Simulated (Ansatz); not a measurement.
Sb₂Te₃:
```xyz
5
Lattice="2.1531 1.2431 10.6129 -2.1531 1.2431 10.6129 0.0000 -2.4862 10.6129" Properties=species:S:1:pos:R:3 pbc="T T T"
Sb     0.0000     0.0000    12.6005
Sb     0.0000     0.0000    19.2382
Te     0.0000     0.0000     0.0000
Te     0.0000     0.0000     6.9329
Te     0.0000     0.0000    24.9058
```

DFT-r²SCAN in the program Ansatz with PAW potentials gives a gap of 0.47 eV without spin–orbit coupling, maximum at Γ, minimum at Γ.

Task: What happens when spin–orbit coupling is switched on?

Result: The gap shrinks by 0.37 eV, to 0.10 eV; maximum at Γ, minimum at Γ.

Space group R-3m. The cell was relaxed with r²SCAN under the symmetry of its start.

Potentials: the later of the program's two PAW sets.
